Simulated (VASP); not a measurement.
**KCl (strained rocksalt): a r²SCAN single-point calculation in VASP**

INCAR

```
ISMEAR = 0
LASPH = .TRUE.
NSW = 0
EDIFF = 1E-7
ISIF = 2
PREC = Accurate
ENCUT = 520
NBANDS = 15
LELF = .TRUE.
LCHARG = .TRUE.
METAGGA = R2SCAN
LREAL = .FALSE.
ALGO = Normal
IBRION = -1
SIGMA = 0.01
NELM = 120
LWAVE = .FALSE.
```

KPOINTS

```
KPOINTS created by Atomic Simulation Environment
0
Gamma
8 8 8
0 0 0
```

KPOINTS_OPT

```
special points
6
Reciprocal
0.0000000000 0.0000000000 0.0000000000 1
0.5000000000 0.0000000000 0.5000000000 1
0.6250000000 0.2500000000 0.6250000000 1
0.3750000000 0.3750000000 0.7500000000 1
0.5000000000 0.5000000000 0.5000000000 1
0.5000000000 0.2500000000 0.7500000000 1
```

POSCAR

```
K  Cl
 1.0000000000000000
     0.0000000000000000    3.3329101772000000    3.3329101772000000
     3.3329101772000000    0.0000000000000000    3.3329101772000000
     3.3329101772000000    3.3329101772000000    0.0000000000000000
 K   Cl
   1   1
Cartesian
  0.0000000000000000  0.0000000000000000  0.0000000000000000
  3.3329101771999996  3.3329101771999996  3.3329101771999996
```

VASP ran with the recommended PBE PAW datasets (16 valence electrons in the cell).

Command

```
mpirun -np 1 vasp_std
```

From OUTCAR

```
k-points           NKPTS =     29   k-points in BZ     NKDIM =     29   number of bands    NBANDS=     15

   NELECT =      16.0000    total number of electrons

   dimension x,y,z NGX =    36 NGY =   36 NGZ =   36
   dimension x,y,z NGXF=    72 NGYF=   72 NGZF=   72

  energy-cutoff  :      520.00
  volume of cell :       74.05
      direct lattice vectors                 reciprocal lattice vectors
     0.000000000  3.332910177  3.332910177    -0.150019044  0.150019044  0.150019044
     3.332910177  0.000000000  3.332910177     0.150019044 -0.150019044  0.150019044
     3.332910177  3.332910177  0.000000000     0.150019044  0.150019044 -0.150019044

 k-points in reciprocal lattice and weights: KPOINTS created by Atomic Simulation Env
   0.00000000  0.00000000  0.00000000       0.002
   0.12500000  0.00000000  0.00000000       0.016
   0.25000000  0.00000000  0.00000000       0.016
   0.37500000  0.00000000  0.00000000       0.016
   0.50000000  0.00000000  0.00000000       0.008
   0.12500000  0.12500000  0.00000000       0.012
   0.25000000  0.12500000  0.00000000       0.047
   0.37500000  0.12500000  0.00000000       0.047
   ...

 E-fermi :  -2.7384

 k-point     1 :       0.0000    0.0000    0.0000
  band No.  band energies     occupation
      1     -31.5854      2.00000
      2     -15.3548      2.00000
      3     -14.2699      2.00000
      4     -14.2699      2.00000
      5     -14.2699      2.00000
      6      -2.8523      2.00000
      7      -2.8523      2.00000
      8      -2.8523      2.00000
      9       2.4270      0.00000
     10       6.0557      0.00000
     11       6.0557      0.00000
     12       6.0557      0.00000
     13       7.0012      0.00000
     14       7.0012      0.00000
     15       9.8442      0.00000

 k-point     2 :       0.1250    0.0000    0.0000
  band No.  band energies     occupation
      1     -31.5848      2.00000
      2     -15.3736      2.00000
      3     -14.2707      2.00000
      4     -14.2707      2.00000
      5     -14.2460      2.00000
      6      -2.9876      2.00000
      7      -2.8842      2.00000
      8      -2.8842      2.00000
      9       2.7427      0.00000
     10       5.8886      0.00000
     11       6.2269      0.00000
     12       6.2269      0.00000
     13       7.1650      0.00000
     14       7.1650      0.00000
     15      10.3946      0.00000

 k-point     3 :       0.2500    0.0000    0.0000
  band No.  band energies     occupation
      1     -31.5834      2.00000
      2     -15.4160      2.00000
      3     -14.2725      2.00000
      4     -14.2725      2.00000
      5     -14.1912      2.00000
      6      -3.2781      2.00000
      7      -2.9592      2.00000
      8      -2.9592      2.00000
      9       3.5268      0.00000
     10       5.6661      0.00000
     11       6.7130      0.00000
     12       6.7130      0.00000
     13       7.6176      0.00000
     14       7.6176      0.00000
     15      10.5416      0.00000

 k-point     4 :       0.3750    0.0000    0.0000
  band No.  band energies     occupation
      1     -31.5820      2.00000
      2     -15.4549      2.00000
      3     -14.2744      2.00000
      4     -14.2744      2.00000
      5     -14.1398      2.00000
      6      -3.5318      2.00000
      7      -3.0317      2.00000
      8      -3.0317      2.00000
      9       4.3862      0.00000
     10       5.6330      0.00000
     11       7.4144      0.00000
     12       7.4144      0.00000
     13       8.2230      0.00000
     14       8.2230      0.00000
     15       9.5162      0.00000

 k-point     5 :       0.5000    0.0000    0.0000
  band No.  band energies     occupation
      1     -31.5814      2.00000
      2     -15.4702      2.00000
      3     -14.2752      2.00000
      4     -14.2752      2.00000
      5     -14.1193      2.00000
      6      -3.6289      2.00000
      7      -3.0611      2.00000
      8      -3.0611      2.00000
      9       4.7743      0.00000
     10       5.6878      0.00000
     11       7.8910      0.00000
     12       7.8910      0.00000
     13       8.6975      0.00000
     14       8.6975      0.00000
     15       9.1064      0.00000

 k-point     6 :       0.1250    0.1250    0.0000
  band No.  band energies     occupation
      1     -31.5846      2.00000
      2     -15.3749      2.00000
      3     -14.2738      2.00000
      4     -14.2738      2.00000
      5     -14.2392      2.00000
      6      -3.0330      2.00000
      7      -2.8849      2.00000
      8      -2.8849      2.00000
      9       2.8319      0.00000
     10       5.6414      0.00000
     11       6.3950      0.00000
     12       6.3950      0.00000
     13       7.1120      0.00000
     14       7.3034      0.00000
     15      10.5575      0.00000

 k-point     7 :       0.2500    0.1250    0.0000
  band No.  band energies     occupation
      1     -31.5835      2.00000
      2     -15.3982      2.00000
      3     -14.2774      2.00000
      4     -14.2757      2.00000
      5     -14.2081      2.00000
      6      -3.2321      2.00000
      7      -2.9512      2.00000
      8      -2.9374      2.00000
      9       3.4338      0.00000
     10       5.3855      0.00000
     11       6.7795      0.00000
     12       6.8695      0.00000
     13       7.3711      0.00000
     14       7.6706      0.00000
     15      10.6782      0.00000

 k-point     8 :       0.3750    0.1250    0.0000
  band No.  band energies     occupation
      1     -31.5821      2.00000
      2     -15.4280      2.00000
      3     -14.2792      2.00000
      4     -14.2782      2.00000
      5     -14.1699      2.00000
      6      -3.4447      2.00000
      7      -3.0426      2.00000
      8      -3.0089      2.00000
      9       4.2824      0.00000
     10       5.3838      0.00000
     11       7.2615      0.00000
     12       7.5530      0.00000
     13       7.8716      0.00000
     14       8.0356      0.00000
     15       9.4992      0.00000

 k-point     9 :       0.5000    0.1250    0.0000
  band No.  band energies     occupation
      1     -31.5812      2.00000
      2     -15.4471      2.00000
      3     -14.2824      2.00000
      4     -14.2784      2.00000
      5     -14.1441      2.00000
      6      -3.5660      2.00000
      7      -3.0951      2.00000
      8      -3.0579      2.00000
      9       4.8612      0.00000
     10       5.6081      0.00000
     11       7.6291      0.00000
     12       7.9939      0.00000
     13       8.0246      0.00000
     14       8.6188      0.00000
     15       9.1645      0.00000

 k-point    10 :      -0.3750    0.1250    0.0000
  band No.  band energies     occupation
      1     -31.5814      2.00000
      2     -15.4459      2.00000
      3     -14.2854      2.00000
      4     -14.2752      2.00000
      5     -14.1447      2.00000
      6      -3.5436      2.00000
      7      -3.0796      2.00000
      8      -3.0576      2.00000
      9       4.7379      0.00000
     10       5.6219      0.00000
     11       7.5628      0.00000
     12       7.6902      0.00000
     13       7.9018      0.00000
     14       8.7409      0.00000
     15       9.1455      0.00000

 k-point    11 :      -0.2500    0.1250    0.0000
  band No.  band energies     occupation
      1     -31.5825      2.00000
      2     -15.4251      2.00000
      3     -14.2841      2.00000
      4     -14.2717      2.00000
      5     -14.1726      2.00000
      6      -3.3845      2.00000
      7      -3.0078      2.00000
      8      -3.0067      2.00000
      9       4.0084      0.00000
     10       5.5249      0.00000
     11       6.8805      0.00000
     12       7.3126      0.00000
     13       7.6076      0.00000
     14       8.1112      0.00000
     15       9.7570      0.00000

 k-point    12 :      -0.1250    0.1250    0.0000
  band No.  band energies     occupation
      1     -31.5840      2.00000
      2     -15.3952      2.00000
      3     -14.2780      2.00000
      4     -14.2698      2.00000
      5     -14.2146      2.00000
      6      -3.1568      2.00000
      7      -2.9359      2.00000
      8      -2.9224      2.00000
      9       3.2018      0.00000
     10       5.6476      0.00000
     11       6.3976      0.00000
     12       6.6954      0.00000
     13       7.3010      0.00000
     14       7.5239      0.00000
     15      11.0300      0.00000

 k-point    13 :       0.2500    0.2500    0.0000
  band No.  band energies     occupation
      1     -31.5828      2.00000
      2     -15.3824      2.00000
      3     -14.2833      2.00000
      4     -14.2833      2.00000
      5     -14.2215      2.00000
      6      -3.3052      2.00000
      7      -2.9557      2.00000
      8      -2.9557      2.00000
      9       3.7621      0.00000
     10       4.9461      0.00000
     11       7.3186      0.00000
     12       7.3186      0.00000
     13       7.4033      0.00000
     14       7.7990      0.00000
     15      10.0449      0.00000

 ...

  Total       -1.0162020     -1.0162020     -1.0162020     -0.0000000     -0.0000000      0.0000000
  in kB      -21.9882067    -21.9882067    -21.9882067     -0.0000000     -0.0000000      0.0000000
  external PRESSURE =     -21.9882067 kB  Pullay stress =       0.0000000 kB

 POSITION                                       TOTAL-FORCE (eV/Angst)
 -----------------------------------------------------------------------------------
      0.00000      0.00000      0.00000         0.000000     -0.000000     -0.000000
      3.33291      3.33291      3.33291        -0.000000      0.000000      0.000000
 -----------------------------------------------------------------------------------
    total drift:                                0.000000      0.000000      0.000000

  FREE ENERGIE OF THE ION-ELECTRON SYSTEM (eV)
  ---------------------------------------------------
  free  energy   TOTEN  =       -16.4141294989 eV

  energy  without entropy=      -16.4141294989  energy(sigma->0) =      -16.41412950
```

| Item | Value |
| --- | --- |
| gap between bands v and c | 5.28 eV |
| least direct gap | 5.28 eV |
| pressure | -2.2 GPa |

Band v is the last that the valence electrons fill when counted band by band, and c is the next.

The run took about 1.9 min on one core of a shared host (Intel Xeon Platinum 8488C) and held 0.22 GiB at most.
